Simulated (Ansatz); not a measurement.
A (111) slab of NbN (Fm-3m (No. 225)), 10 planes, outer planes N (top) and Nb (bottom), with 10 atoms (Nb5N5) in a surface cell of A = 8.309 Å², as cut from the bulk:

```yaml
crystal:
  lattice:
    - [3.09748, 0.00000, 0.00000]
    - [-1.54874, 2.68250, 0.00000]
    - [0.00000, 0.00000, 26.38086]
  atoms:
    - { symbol: Nb, position: [0.33333, 0.66667, 0.28430] }
    - { symbol: N, position: [0.66667, 0.33333, 0.33223] }
    - { symbol: Nb, position: [0.00000, 0.00000, 0.38016] }
    - { symbol: N, position: [0.33333, 0.66667, 0.42810] }
    - { symbol: Nb, position: [0.66667, 0.33333, 0.47603] }
    - { symbol: N, position: [0.00000, 0.00000, 0.52397] }
    - { symbol: Nb, position: [0.33333, 0.66667, 0.57190] }
    - { symbol: N, position: [0.66667, 0.33333, 0.61984] }
    - { symbol: Nb, position: [0.00000, 0.00000, 0.66777] }
    - { symbol: N, position: [0.33333, 0.66667, 0.71570] }
```

These are results of Ansatz 0.2.0, DFT PBEsol, scalar-relativistic, plane waves, PAW, not measurements. Settings: cutoff 420 eV, Γ-centred mesh 12×12×1 on the computed 10-atom cell, Gaussian smearing of 0.10 eV; no spin polarisation. The cell repeats along c with a dipole correction in the vacuum.

Against the same 10 atoms in the bulk, the slab as cut lies 3.749 eV higher and the relaxed slab 2.720 eV higher.

Problem. Work out the surface energy before and after relaxation.

Solution. The slab has two faces, so γ = (E_slab − N·E_bulk)/(2A), the mean of both. As cut: 3.749/(2 × 8.309) = 0.2256 eV/Å², and 1 eV/Å² = 16.02 J/m², so γ = 3.61 J/m². Relaxed: 2.720/(2 × 8.309) = 0.1637 eV/Å² = 2.62 J/m². Relaxation recovers 27 % of the cost of cutting.

Problem. What is the ideal work of this cut, per area?

Solution. Griffith's ideal work is 2γ: 7.23 J/m² if the new faces stay rigid, 5.24 J/m² if they relax. One thickness was run, 10 planes, so γ can still shift with it.